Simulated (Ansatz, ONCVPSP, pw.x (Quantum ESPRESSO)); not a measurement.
**What a changed setting does to a pw.x run (fcc W)**

Potential: optimised norm-conserving Vanderbilt (ONCV), ONCVPSP 4.0.1.1 (patched build), PBE; core [Kr] 4d10 4f14, reference 5s2 5p6 5d4 6s1 6p1; waves: 5s+6s: rc 2.00 bohr, ncon 4, nbas 7, qcut 5.5 1/bohr, 2 projectors; 5p+6p: rc 2.45 bohr, ncon 4, nbas 7, qcut 5.1 1/bohr, 3 projectors, debl 2.1 Ha; 5d: rc 2.05 bohr, ncon 5, nbas 10, qcut 7.4 1/bohr, 2 projectors, debl 1 Ha; local part: polynomial inside 1.60 bohr (lpopt 5, dvloc0 -1 Ha); core correction: polynomial model core, fcfact 0.75.

The reference run (k-mesh 14³, cutoffs 50/200 Ry, Fermi–Dirac 0.01 Ry, mixing_beta 0.4, conv_thr 1e-9, no spin) gives -2.37 GPa at 16.478 Å³/atom, where all-electron LAPW gives -0.06 GPa. This run, with its own iteration cap, changes smearing to mp.

```
&control
  calculation='scf', prefix='x', pseudo_dir='./', outdir='./tmp', tstress=.true., disk_io='none'
/
&system
  ibrav=0, nat=1, ntyp=1, ecutwfc=50, ecutrho=200, nbnd=15,
  occupations='smearing', smearing='mp', degauss=0.01
/
&electrons
  conv_thr=1e-09, mixing_beta=0.4, electron_maxstep=50
/
ATOMIC_SPECIES
W 1.0 W.UPF
CELL_PARAMETERS angstrom
  0.00000000 2.01972156 2.01972156
  2.01972156 0.00000000 2.01972156
  2.01972156 2.01972156 0.00000000
ATOMIC_POSITIONS crystal
W 0.0000 0.0000 0.0000
K_POINTS automatic
14 14 14 0 0 0
```

```bash
pw.x < W.scf.in > W.scf.out
```

Task: How does the run end?

Result: It converges in 8 iterations; the free energy moves by +37.4 meV/atom and the pressure by -0.48 GPa. This scheme is built to cancel the term in the square of the width that Fermi–Dirac smearing leaves in the F of a metal.

```
Message from routine setup:
     using ibrav=0 with symmetry is DISCOURAGED, use correct ibrav instead
     lattice parameter (alat)  =       5.3977  a.u.
     unit-cell volume          =     111.1991 (a.u.)^3
     number of electrons       =        14.00
     number of Kohn-Sham states=           15
     kinetic-energy cutoff     =      50.0000  Ry
     charge density cutoff     =     200.0000  Ry
     scf convergence threshold =      1.0E-09
     Exchange-correlation= PBE
     number of k points=   104  Methfessel-Paxton smearing, width (Ry)=  0.0100
     iteration #  1     ecut=    50.00 Ry     beta= 0.40
     total energy              =    -181.53325587 Ry
     estimated scf accuracy    <       0.08203201 Ry
     iteration #  2     ecut=    50.00 Ry     beta= 0.40
     total energy              =    -181.53510672 Ry
     estimated scf accuracy    <       0.01022474 Ry
     iteration #  3     ecut=    50.00 Ry     beta= 0.40
     total energy              =    -181.53644256 Ry
     estimated scf accuracy    <       0.00048591 Ry
     iteration #  4     ecut=    50.00 Ry     beta= 0.40
     total energy              =    -181.53647216 Ry
     estimated scf accuracy    <       0.00000705 Ry
     iteration #  5     ecut=    50.00 Ry     beta= 0.40
     total energy              =    -181.53647391 Ry
     estimated scf accuracy    <       0.00000038 Ry
     iteration #  6     ecut=    50.00 Ry     beta= 0.40
     total energy              =    -181.53647394 Ry
     estimated scf accuracy    <          9.7E-09 Ry
     iteration #  7     ecut=    50.00 Ry     beta= 0.40
     total energy              =    -181.53647394 Ry
     estimated scf accuracy    <          1.6E-09 Ry
     iteration #  8     ecut=    50.00 Ry     beta= 0.40
     the Fermi energy is    20.9421 ev
!    total energy              =    -181.53647394 Ry
     estimated scf accuracy    <          4.0E-11 Ry
     smearing contrib. (-TS)   =       0.00003795 Ry
     The total energy is F=E-TS. E is the sum of the following terms:
     one-electron contribution =     -17.16038928 Ry
     hartree contribution      =      17.25757053 Ry
     xc contribution           =     -63.91051369 Ry
     ewald contribution        =    -117.72317946 Ry
     convergence has been achieved in   8 iterations
          total   stress  (Ry/bohr**3)                   (kbar)     P=      -28.43
     Message from routine punch:
     Nothing written, as per user request (disk_io='none')
```

The run took about 20 s on one core of a shared host (Neoverse-N1, 64 threads, 124 GiB, load 57).
